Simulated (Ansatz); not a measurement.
# KCl (Pm-3m): an equation of state far from equilibrium

How does KCl (Pm-3m) respond to strong compression and slight expansion?

Program: Ansatz 0.2.0. Level of theory: DFT r²SCAN, scalar-relativistic, plane waves, PAW. These are calculated values, not measurements.

## Step 1: The structure to begin with

Symmetry: Pm-3m, No. 221, cubic system. The conventional cell has a = 3.770 Å, b = 3.770 Å, c = 3.770 Å, α = 90.00°, β = 90.00°, γ = 90.00°. K (site symmetry m-3m) is surrounded by 8 Cl at 3.26 Å. Cl (site symmetry m-3m) is surrounded by 8 K at 3.26 Å.

Structure file:

```
CELL_PARAMETERS angstrom
3.77004 0.00000 0.00000
0.00000 3.77004 0.00000
0.00000 0.00000 3.77004
ATOMIC_POSITIONS crystal
K 0.00000 0.00000 0.00000
Cl 0.50000 0.50000 0.50000
```

This cell comes from an earlier session at r²SCAN: 26.792 Å³/atom at 0.02 GPa, on a 6×6×6 mesh.

## Step 2: Volume × 0.96

The input, input.yaml:

```yaml
crystal:
  lattice:
    - [3.7190882623, 0.0, 0.0]
    - [0.0, 3.7190882623, 0.0]
    - [0.0, 0.0, 3.7190882623]
  atoms:
    - { symbol: K, position: [0.0, 0.0, 0.0] }
    - { symbol: Cl, position: [0.5, 0.5, 0.5] }
basis:
  ecutwfc: 500
  ecutrho_ratio: 4
kpoints:
  mp_grid: { grid: [6, 6, 6] }
hamiltonian:
  xc: r2scan
scf:
  occupations: { method: gaussian, width: 0.05 }
output:
  forces: true
  stress: true
  eigenvalues: true
```

Started as:

```
ansatz run input.yaml --threads 1 --pin off --max-ram 2560MiB --backend cpu --events-out ev --progress --plain --runs-dir out
```

Further steps of the session: Volume × 1.04; Volume × 0.92; Volume × 0.88; Volume × 0.84; Volume × 0.8.

What does the calculation give? Wanted: range of pressure; V0; B0; B0′.

**Answer**, as computed:

| quantity | value |
| --- | --- |
| range of pressure | -0.8 to 8.8 GPa |
| V0 (fit) | 26.81 Å³/atom |
| B0 (fit) | 23 GPa |
| B0′ (fit) | 4.86 |

A third-order Birch-Murnaghan fit follows the points with an rms miss of 0.00 meV/atom. Symmetry fixes shape and sites, so only the volume changes. Other structures may be lower in enthalpy at these pressures.
